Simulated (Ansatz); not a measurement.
From three elastic constants to directional properties of GaAs

The calculation used DFT PBEsol, scalar-relativistic, plane waves, PAW (Ansatz). Cutoff 420 eV, 12×12×12 k-points (Γ-centred), fixed occupations. No spin polarisation.

Relaxed structure:
```
Ga As
1.0
     0.00000    2.82956    2.82956
     2.82956    0.00000    2.82956
     2.82956    2.82956    0.00000
Ga As
1 1
Direct
  0.00000 0.00000 0.00000
  0.25000 0.25000 0.25000
```

With ions relaxed, on the cubic axes: C11 = 109.5, C12 = 49.2, C44 = 55.0 GPa. The density is 5.301 g/cm³.

Question: Is the crystal stable against strain, and how anisotropic is it?

Answer: Born's conditions hold: C11 + 2C12 = 207.9, C11 − C12 = 60.3 and C44 = 55.0 GPa are all positive. B = (C11 + 2C12)/3 = 69.3 GPa. The two shear moduli are C44 and C′ = (C11 − C12)/2 = 30.2 GPa, so Zener's ratio is A = C44/C′ = 1.82: the tetragonal shear C′ is the soft one, as in many fcc and bcc metals and zincblende crystals. The Cauchy pressure C12 − C44 is -5.8 GPa; it would vanish for pair forces between atoms on inversion centres at zero pressure, and a negative value is usual with directional bonding, though many-body forces give one in some ionic oxides too.

Question: Give the sound speeds along the three symmetry directions.

Answer: The Christoffel equation gives ρv² for each branch:
```csv
direction,branch,ρv²,GPa,v (m/s)
[100],L,C11,109.5,4545
[100],T (×2),C44,55.0,3222
[110],L,(C11 + C12 + 2C44)/2,134.4,5035
[110],"T, u ∥ [001]",C44,55.0,3222
[110],"T, u ∥ [1-10]",(C11 − C12)/2,30.2,2385
[111],L,(C11 + 2C12 + 4C44)/3,142.7,5187
[111],T (×2),(C11 − C12 + C44)/3,38.5,2693
```

In a piezoelectric crystal some branches stiffen further, which is left out.

Question: How does Young's modulus depend on direction?

Answer: Inverting gives S11 = 12.654, S12 = -3.922, S44 = 18.175 TPa⁻¹. Along a unit vector (l, m, n), 1/E = S11 − 2(S11 − S12 − S44/2)(l²m² + m²n² + n²l²), where the last bracket is 0, 1/4 and 1/3 for [100], [110] and [111]: E = 79, 112 and 131 GPa. With A > 1 the body diagonal is stiffest. For a film on (001), the biaxial modulus is C11 + C12 − 2C12²/C11 = 115 GPa and the normal strain is −2C12/C11 = -0.90 times the in-plane one.

GaAs resists a change of bond length much more than a change of bond angle, and this sets its elastic anisotropy. A tetragonal shear leaves all four tetrahedral bonds unchanged in length to first order, so C′ measures almost purely the bending stiffness of the sp³ framework. The shear governed by C44 also stretches and compresses bonds, though the internal displacement of the two sublattices relieves part of that cost. Hence the slowest wave is the [110] transverse branch polarised along [1-10], and Young's modulus rises from 79 GPa along [100] to 131 GPa along [111], where the load acts directly along one set of bonds.

All three constants lie somewhat below the accepted experimental values, probably because the functional makes the bonds slightly too soft. The anisotropy ratio is close to experiment, as a nearly uniform softening largely cancels in it. Positive elastic moduli establish stability against small homogeneous strains only, not against phonons of finite wavevector.
